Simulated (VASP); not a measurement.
# Li (a cell with a defect) in VASP: further runs

Runs on Li (a cell with a defect). Level: PBE. Tasks: single point.

All numbers are computed with VASP 6.6.1; they aren't measurements. Logs are shortened: lines on timing, memory, paths and dates and some standing lists are left out, and cuts for length are marked.

## (1) The structure

The cell holds a defect, 15 atoms: a = 6.867 Å, b = 6.867 Å, c = 6.867 Å, α = 90.00°, β = 90.00°, γ = 90.00°.

The cell was built by a generator and needn't be a form met in nature.

## (2) Single point, PBE

The input, INCAR:

```
SYSTEM = Li
PREC = Accurate
ENCUT = 520
EDIFF = 1E-6
ISMEAR = 1
SIGMA = 0.1
LREAL = Auto
LASPH = .True.
NELM = 100
ALGO = Normal
ISIF = 2
LWAVE = .False.
LCHARG = .False.
GGA = PE
NBANDS = 36
```

The input, KPOINTS:

```
regular mesh
0
Gamma
  2 2 2
  0 0 0
```

The input, POSCAR:

```
Li
1.0
    6.8672126126      0.0000000000      0.0000000000
    0.0000000000      6.8672126126      0.0000000000
    0.0000000000      0.0000000000      6.8672126126
Li
15
Direct
    0.0035025856      0.0035070998      0.4929710482
    0.0035025856      0.4929698833      0.0035057892
    0.0097187904      0.4847155881      0.4847170443
    0.4929743975      0.0035075367      0.0035060805
    0.4847205391      0.0097234502      0.4847170443
    0.4847202479      0.4847155881      0.0097221396
    0.5115871895      0.5115826753      0.5115838402
    0.0392699360      0.0392744502      0.0392731397
    0.2505604671      0.2505611952      0.7403232267
    0.2505603215      0.7403232267      0.2505604671
    0.2378697285      0.7579647367      0.7579651736
    0.7403227899      0.2505614865      0.2505610496
    0.7579660473      0.2378701654      0.7579657561
    0.7579657561      0.7579651736      0.2378697285
    0.7664253747      0.7664246466      0.7664250835
```

Potentials or basis: VASP PAW PBE potentials, release 64 (Li_sv).

On the command line:

```bash
$ cat potpaw_PBE.64/Li_sv/POTCAR > POTCAR
$ mpirun -np 1 vasp_std > vasp.out
```

OUTCAR:

```text
SYSTEM = Li
   PREC = Accurate
   ENCUT = 520
   EDIFF = 1E-6
   ISMEAR = 1
   LREAL = Auto
   LASPH = .True.
   NELM = 100
   ISIF = 2
   GGA = PE

 ion  position               nearest neighbor table
   1  0.004  0.004  0.493-
   2  0.004  0.493  0.004-
   3  0.010  0.485  0.485-
   4  0.493  0.004  0.004-
   5  0.485  0.010  0.485-
   6  0.485  0.485  0.010-
   7  0.512  0.512  0.512-
   8  0.039  0.039  0.039-
   9  0.251  0.251  0.740-
  10  0.251  0.740  0.251-
  11  0.238  0.758  0.758-
  12  0.740  0.251  0.251-
  13  0.758  0.238  0.758-
  14  0.758  0.758  0.238-
  15  0.766  0.766  0.766-

  LATTYP: Found a simple cubic cell.
 ALAT       =     6.8672126126

  Lattice vectors:

 A1 = (   6.8672126126,   0.0000000000,   0.0000000000)
 A2 = (   0.0000000000,   6.8672126126,   0.0000000000)
 A3 = (   0.0000000000,   0.0000000000,   6.8672126126)

Analysis of symmetry for initial positions (statically):
=====================================================================
 Subroutine PRICEL returns:
 Original cell was already a primitive cell.

 Routine SETGRP: Setting up the symmetry group for a
 simple cubic supercell.

 Subroutine GETGRP returns: Found  6 space group operations
 (whereof  6 operations were pure point group operations)
 out of a pool of 48 trial point group operations.

The static configuration has the point symmetry C_3v.

Analysis of symmetry for dynamics (positions and initial velocities):
=====================================================================
 Subroutine PRICEL returns:
 Original cell was already a primitive cell.

 Routine SETGRP: Setting up the symmetry group for a
 simple cubic supercell.

 Subroutine GETGRP returns: Found  6 space group operations
 (whereof  6 operations were pure point group operations)
 out of a pool of 48 trial point group operations.

The dynamic configuration has the point symmetry C_3v.

 Subroutine INISYM returns: Found  6 space group operations
 (whereof  6 operations are pure point group operations),
 and found     1 'primitive' translations

----------------------------------------------------------------------------------------

                                     Primitive cell

  volume of cell :     323.8482

  direct lattice vectors                    reciprocal lattice vectors
     6.867212613  0.000000000  0.000000000     0.145619490  0.000000000  0.000000000
     0.000000000  6.867212613  0.000000000     0.000000000  0.145619490  0.000000000
     0.000000000  0.000000000  6.867212613     0.000000000  0.000000000  0.145619490

  length of vectors
     6.867212613  6.867212613  6.867212613     0.145619490  0.145619490  0.145619490

  position of ions in fractional coordinates (direct lattice)
     0.003502586  0.003507100  0.492971048
     0.003502586  0.492969883  0.003505789
     0.009718790  0.484715588  0.484717044
     0.492974397  0.003507537  0.003506081
     0.484720539  0.009723450  0.484717044
     0.484720248  0.484715588  0.009722140
     0.511587189  0.511582675  0.511583840
     0.039269936  0.039274450  0.039273140
     0.250560467  0.250561195  0.740323227
     0.250560321  0.740323227  0.250560467
     0.237869729  0.757964737  0.757965174
     0.740322790  0.250561486  0.250561050
     0.757966047  0.237870165  0.757965756
     0.757965756  0.757965174  0.237869729
     0.766425375  0.766424647  0.766425084

  ion indices of the primitive-cell ions
   primitive index   ion index
                 1           1
                 2           2
                 3           3
                 4           4
                 5           5
                 6           6
                 7           7
                 8           8
                 9           9
                10          10
                11          11
                12          12
                13          13
                14          14
                15          15

----------------------------------------------------------------------------------------

 KPOINTS: regular mesh

Automatic generation of k-mesh.
 Grid dimensions read from file:
 generate k-points for:    2    2    2

 Generating k-lattice:

  Cartesian coordinates                     Fractional coordinates (reciprocal lattice)
     0.072809745  0.000000000  0.000000000     0.500000000  0.000000000  0.000000000
     0.000000000  0.072809745  0.000000000     0.000000000  0.500000000  0.000000000
     0.000000000  0.000000000  0.072809745     0.000000000  0.000000000  0.500000000

  Length of vectors
     0.072809745  0.072809745  0.072809745

  Shift w.r.t. Gamma in fractional coordinates (k-lattice)
     0.000000000  0.000000000  0.000000000

 Subroutine IBZKPT returns following result:
 ===========================================

 Found      4 irreducible k-points:

 Following reciprocal coordinates:
            Coordinates               Weight
  0.000000  0.000000  0.000000      1.000000
  0.500000  0.000000  0.000000      3.000000
  0.500000  0.500000  0.000000      3.000000
  0.500000  0.500000  0.500000      1.000000
   k-points           NKPTS =      4   k-points in BZ     NKDIM =      4   number of bands    NBANDS=     36
   number of dos      NEDOS =    301   number of ions     NIONS =     15
   total plane-waves  NPLWV = 157464
   dimension x,y,z NGX =    54 NGY =   54 NGZ =   54
   dimension x,y,z NGXF=   108 NGYF=  108 NGZF=  108
   ions per type =              15
   NGX,Y,Z   is equivalent  to a cutoff of  13.07, 13.07, 13.07 a.u.
   NGXF,Y,Z  is equivalent  to a cutoff of  26.15, 26.15, 26.15 a.u.
 SYSTEM =  Li
   PREC   = accura    normal or accurate (medium, high low for compatibility)
   ISTART =      0    job   : 0-new  1-cont  2-samecut
   ICHARG =      2    charge: 1-file 2-atom 10-const
   ISPIN  =      1    spin polarized calculation?
   LNONCOLLINEAR =      F non collinear calculations
   LSORBIT =      F    spin-orbit coupling
   LASPH  =      T    aspherical Exc in radial PAW
   ENCUT  =  520.0 eV  38.22 Ry    6.18 a.u.  12.77 12.77 12.77*2*pi/ulx,y,z
   NELM   =    100;   NELMIN=  2; NELMDL= -5     # of ELM steps
   EDIFF  = 0.1E-05   stopping-criterion for ELM
   LREAL  =      T    real-space projection
   EDIFFG = 0.1E-04   stopping-criterion for IOM
   NSW    =      0    number of steps for IOM
   IBRION =     -1    ionic relax: 0-MD 1-quasi-New 2-CG
   NFREE  =      0    steps in history (QN), initial steepest desc. (CG)
   ISIF   =      2    stress and relaxation
   ISYM   =      2    0-nonsym 1-usesym 2-fastsym
   POTIM  = 0.5000    time-step for ionic-motion
   TEBEG  =    0.0;   TEEND  =   0.0 temperature during run
   PSTRESS=    0.0 pullay stress
   NELECT =      45.0000    total number of electrons
   NUPDOWN=      -1.0000    fix difference up-down
   EMIN   =  10.00;   EMAX   =-10.00  energy-range for DOS
   EFERMI =   0.00;   METHOD = LEGACY
   ISMEAR =     1;   SIGMA  =   0.10  broadening in eV -4-tet -1-fermi 0-gaus
   EFERMI_NEDOS =   21; number of points for ismear=-14 and -15
   IALGO  =     38    algorithm
   IMIX   =      4    mixing-type and parameters
     AMIX     =   0.40;   BMIX     =  1.00
     AMIX_MAG =   1.60;   BMIX_MAG =  1.00
  volume/ion in A,a.u.               =      21.59       145.70
  Fermi-wavevector in a.u.,A,eV,Ry     =   0.847940  1.602374  9.782622  0.719002
  Thomas-Fermi vector in A             =   1.963525
   LORBIT       =      0    0 simple, 1 ext, 2 COOP (PROOUT), +10 PAW based schemes
   GGA     = PE    functional components
   LHFCALC =     F    Hartree Fock is set to
   AEXX    =    0.0000 exact exchange contribution
   IVDW    =     0    specifies the selected vdW correction
   LEPSILON=     F    determine dielectric tensor
   LRPA    =     F    only Hartree local field effects (RPA)
 non-spin polarized calculation
 Methfessel and Paxton  Order N= 1 SIGMA  =   0.10
  energy-cutoff  :      520.00
  volume of cell :      323.85
 maximum number of plane-waves:      8744
 NGX is ok and might be reduce to    54
   NGX = 25   NGY = 25   NGZ = 25

 number of electron      45.0000016 magnetization

 Free energy of the ion-electron system (eV)
  ---------------------------------------------------
  ext. energy  EPLUGINS =         0.00000000
  ---------------------------------------------------
  free energy    TOTEN  =       -27.46952580 eV

  energy without entropy =      -27.46234309  energy(sigma->0) =      -27.46713156

 E-fermi :   0.3784     XC(G=0):  -6.8771

 val. band max:        0.3569488731   @ k =   0.5000   0.5000   0.0000
 cond. band min:       0.3899514870   @ k =   0.5000   0.5000   0.0000
 fundamental gap:      0.0330026140
 Fermi energy:         0.3784285566

 k-point     1 :       0.0000    0.0000    0.0000
  band No.  band energies     occupation
      1     -46.3426      2.00000
      2     -46.3317      2.00000
      3     -46.2545      2.00000
      4     -46.2534      2.00000
      5     -46.2533      2.00000
      6     -46.1974      2.00000
[... 26 lines left out ...]
     33       3.7326      0.00000
     34       3.8130      0.00000

 k-point     2 :       0.5000    0.0000    0.0000
  band No.  band energies     occupation
      1     -46.3425      2.00000
      2     -46.3317      2.00000
      3     -46.2542      2.00000
      4     -46.2537      2.00000
      5     -46.2533      2.00000
      6     -46.1978      2.00000
[... 26 lines left out ...]
     33       3.8201      0.00000
     34       3.8986      0.00000

 k-point     3 :       0.5000    0.5000    0.0000
  band No.  band energies     occupation
      1     -46.3425      2.00000
      2     -46.3317      2.00000
      3     -46.2539      2.00000
      4     -46.2538      2.00000
      5     -46.2535      2.00000
      6     -46.1977      2.00000
[... 26 lines left out ...]
     33       4.4263      0.00000
     34       4.4504      0.00000

 k-point     4 :       0.5000    0.5000    0.5000
  band No.  band energies     occupation
      1     -46.3425      2.00000
      2     -46.3317      2.00000
      3     -46.2539      2.00000
      4     -46.2538      2.00000
      5     -46.2535      2.00000
      6     -46.1973      2.00000
[... 26 lines left out ...]
     33       3.1607      0.00000
     34       3.2420      0.00000
 [bands above 34 left out]

------------------------ aborting loop because EDIFF is reached ----------------------------------------

  FORCE on cell =-STRESS in cart. coord.  units (eV):
  Direction    XX          YY          ZZ          XY          YZ          ZX
  --------------------------------------------------------------------------------------
  -------------------------------------------------------------------------------------
  Total       -0.5901762     -0.5901762     -0.5901762      0.2447988      0.2447988      0.2447988
  in kB       -2.9197847     -2.9197847     -2.9197847      1.2110955      1.2110955      1.2110955
  external PRESSURE =      -2.9197847 kB  Pullay stress =       0.0000000 kB

 VOLUME and BASIS-vectors are now :
 -----------------------------------------------------------------------------
  energy-cutoff  :      520.00
  volume of cell :      323.85
      direct lattice vectors                 reciprocal lattice vectors
     6.867212613  0.000000000  0.000000000     0.145619490  0.000000000  0.000000000
     0.000000000  6.867212613  0.000000000     0.000000000  0.145619490  0.000000000
     0.000000000  0.000000000  6.867212613     0.000000000  0.000000000  0.145619490

 POSITION                                       TOTAL-FORCE (eV/Angst)
 -----------------------------------------------------------------------------------
      0.02405      0.02408      3.38534         0.004346      0.004346     -0.004239
      0.02405      3.38533      0.02407         0.004346     -0.004239      0.004346
      0.06674      3.32865      3.32866        -0.009162      0.009174      0.009174
      3.38536      0.02409      0.02408        -0.004239      0.004346      0.004346
      3.32868      0.06677      3.32866         0.009174     -0.009162      0.009174
      3.32868      3.32865      0.06676         0.009174      0.009174     -0.009162
      3.51318      3.51315      3.51315        -0.001126     -0.001126     -0.001126
      0.26967      0.26971      0.26970        -0.021301     -0.021301     -0.021301
      1.72065      1.72066      5.08396         0.003255      0.003255      0.000051
      1.72065      5.08396      1.72065         0.003255      0.000051      0.003255
      1.63350      5.20510      5.20511         0.000782     -0.007150     -0.007150
      5.08395      1.72066      1.72066         0.000051      0.003255      0.003255
      5.20511      1.63350      5.20511        -0.007150      0.000782     -0.007150
      5.20511      5.20511      1.63350        -0.007150     -0.007150      0.000782
      5.26321      5.26320      5.26320         0.015744      0.015744      0.015744
 -----------------------------------------------------------------------------------
    total drift:                               -0.008724     -0.010013     -0.008847

  FREE ENERGIE OF THE ION-ELECTRON SYSTEM (eV)
  ---------------------------------------------------
  free  energy   TOTEN  =       -27.4695257971 eV

  energy  without entropy=      -27.4623430883  energy(sigma->0) =      -27.46713156
```

It took 72 s on 1 thread of Intel Xeon Platinum 8488C (Sapphire Rapids), shared host; peak memory 0.37 GiB.

Results:

| Item | Value |
| --- | --- |
| Free energy | -27.4695 eV |
| Largest force | 0.037 eV/Å |
| Band gap on the k mesh | none (metal or under the smearing width) |

Forces on the atoms (eV/Å):
```
Li   0.004  0.004 -0.004
Li   0.004 -0.004  0.004
Li  -0.009  0.009  0.009
Li  -0.004  0.004  0.004
Li   0.009 -0.009  0.009
Li   0.009  0.009 -0.009
Li  -0.001 -0.001 -0.001
Li  -0.021 -0.021 -0.021
Li   0.003  0.003  0.000
Li   0.003  0.000  0.003
Li   0.001 -0.007 -0.007
Li   0.000  0.003  0.003
Li  -0.007  0.001 -0.007
Li  -0.007 -0.007  0.001
Li   0.016  0.016  0.016
```

Levels at points of the mesh, in eV from the Fermi level:
| k point | band 20 | band 21 | band 22 | band 23 | band 24 | band 25 |
| --- | --- | --- | --- | --- | --- | --- |
| (0.00, 0.00, 0.00) | -0.95 | -0.94 | -0.75 | 0.28 | 0.31 | 0.31 |
| (0.50, 0.00, 0.00) | -0.53 | -0.52 | -0.31 | -0.30 | -0.29 | -0.28 |
| (0.50, 0.50, 0.00) | -0.02 | 0.01 | 0.10 | 0.14 | 0.18 | 0.20 |
| (0.50, 0.50, 0.50) | -1.59 | -1.59 | -1.58 | -1.30 | 2.44 | 2.44 |

Caveat: the k mesh is coarse (spacing up to 0.46 Å⁻¹), so the values aren't converged; the cutoff is under 1.25 times the usual one of these potentials, so pressure, stress and relaxed cells hold a basis-set (Pulay) error.

## (3) Single point, PBE

The input, INCAR:

```
SYSTEM = Li
PREC = Accurate
ENCUT = 520
EDIFF = 1E-6
ISMEAR = 1
SIGMA = 0.1
LREAL = Auto
LASPH = .TRUE.
NELM = 60
ALGO = Fast
ISIF = 2
LWAVE = .FALSE.
LCHARG = .FALSE.
GGA = PE
NBANDS = 36
```

The input, KPOINTS:

```
regular mesh
0
G
  2 2 2
  0 0 0
```

The input, POSCAR:

```
Li
1.0
    6.8672126126      0.0000000000      0.0000000000
    0.0000000000      6.8672126126      0.0000000000
    0.0000000000      0.0000000000      6.8672126126
Li
15
Direct
    0.0098654292      0.0098654292      0.4901345262
    0.0098654292      0.4901345262      0.0098654292
    0.0098654292      0.4901345262      0.4901345262
    0.4901345262      0.0098654292      0.0098654292
    0.4901345262      0.0098654292      0.4901345262
    0.4901345262      0.4901345262      0.0098654292
    0.4901345262      0.4901345262      0.4901345262
    0.0098654292      0.0098654292      0.0098654292
    0.2499999777      0.2499999777      0.7499999331
    0.2499999777      0.7499999331      0.2499999777
    0.2499999777      0.7499999331      0.7499999331
    0.7499999331      0.2499999777      0.2499999777
    0.7499999331      0.2499999777      0.7499999331
    0.7499999331      0.7499999331      0.2499999777
    0.7499999331      0.7499999331      0.7499999331
```

Potentials or basis: VASP PAW PBE potentials, release 64 (Li_sv).

On the command line:

```bash
$ cat potpaw_PBE.64/Li_sv/POTCAR > POTCAR
$ mpirun -np 1 vasp_std > vasp.out
```

Run time: 2.9 min. Hardware: 1 thread of Intel Xeon Platinum 8488C (Sapphire Rapids), shared host; peak memory 0.35 GiB.

It converged, with:

* Free energy: -27.4699 eV
* Band gap on the k mesh: none (metal or under the smearing width)

Forces on the atoms (eV/Å):
```
Li   0.001  0.001 -0.001
Li   0.001 -0.001  0.001
Li   0.001 -0.001 -0.001
Li  -0.001  0.001  0.001
Li  -0.001  0.001 -0.001
Li  -0.001 -0.001  0.001
Li  -0.001 -0.001 -0.001
Li   0.001  0.001  0.001
Li   0.000  0.000  0.000
Li   0.000  0.000  0.000
Li   0.000  0.000  0.000
Li   0.000  0.000  0.000
Li   0.000  0.000  0.000
Li   0.000  0.000  0.000
Li   0.000  0.000  0.000
```

Levels at points of the mesh, in eV from the Fermi level:
```tsv
k point	band 18	band 19	band 20	band 21	band 22	band 23	band 24	band 25	band 26	band 27
(0.00, 0.00, 0.00)	-1.12	-0.99	-0.99	-0.99	-0.79	0.25	0.25	0.25	0.71	0.71
(0.50, 0.00, 0.00)	-0.64	-0.58	-0.58	-0.56	-0.33	-0.33	-0.33	-0.33	1.16	1.16
(0.50, 0.50, 0.00)	-2.27	-2.11	-0.01	-0.01	0.08	0.11	0.13	0.15	0.15	0.62
(0.50, 0.50, 0.50)	-1.73	-1.67	-1.62	-1.62	-1.62	-1.33	2.53	2.53	2.56	2.56
```

Caveat: the k mesh is coarse (spacing up to 0.46 Å⁻¹), so the values aren't converged; the cutoff is under 1.25 times the usual one of these potentials, so pressure, stress and relaxed cells hold a basis-set (Pulay) error.
